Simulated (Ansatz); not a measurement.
Pb in Ansatz: the effect of functional

Pb:

```
Pb
1.0
     3.48000    0.00000    0.00000
    -1.74000    3.01377    0.00000
     0.00000    0.00000    5.59000
Pb
2
Direct
  0.66667 0.33333 0.75000
  0.33333 0.66667 0.25000
```

This isn't the form of Pb at room conditions, which is fcc.

Alike in all runs:

```yaml
Program: Ansatz 0.2.0
Task: band structure
Potentials_or_basis: all-electron LAPW, scalar-relativistic
Cutoff: 161 eV (chosen from the basis error)
Basis_error_allowed: 0.001 eV/atom
k_mesh: 9 × 9 × 5
Occupations: fermi-dirac, width 0.05 eV
Spin: no spin polarisation
```

One run gave: pressure 1.1 GPa. Which functional did it use?
A. LDA
B. PBE
C. PBEsol

C.

| functional | pressure (GPa) |
| --- | --- |
| PBE | 4.1 |
| LDA | -0.6 |
| PBEsol | 1.1 |
